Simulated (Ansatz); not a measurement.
The system is P.

```xyz
4
Lattice="1.6477 -5.4650 0.0000 1.6477 5.4650 0.0000 0.0000 0.0000 4.5436" Properties=species:S:1:pos:R:3 pbc="T T T"
P     1.6477   -4.4173    2.6754
P     1.6477    4.4173    1.8683
P     1.6477   -1.0477    0.4035
P     1.6477    1.0477    4.1401
```

Base run:

| Item | Value |
| --- | --- |
| Program | Ansatz 0.2.0 |
| Functional | HSE06 form with a typed share of exact exchange |
| Potentials or basis | Ansatz PAW |
| Cutoff | 420 eV (not typed: the program's choice for these potentials) |
| k mesh | 5 × 5 × 4 |
| Occupations | fermi-dirac, width 0.05 eV |
| Spin | no spin polarisation |

Its results: band gap on the k mesh 0.78 eV, direct; pressure 0.8 GPa; largest force 0.183 eV/Å.

Q: After a change of settings the same cell gave: band gap on the k mesh 1.72 eV, direct; pressure -2.1 GPa; largest force 0.334 eV/Å. Which change was it?
A. share of exact exchange from 0.15 to 0
B. share of exact exchange from 0.15 to 0.5
C. functional from HSE06 form with a typed share of exact exchange to HSE06; share of exact exchange from 0.15 to 0.25
D. share of exact exchange from 0.15 to 0.35

A: B.

Caveats: odd divisions of the mesh miss points on the zone boundary, where band edges often lie, so the gap on the mesh can be too wide; the PAW data sets come from PBE, with cores solved anew for the run's functional, which leaves a small shift of forces and pressure; the thresholds are loose for stress.

Runs at the PBE level aren't shown here.
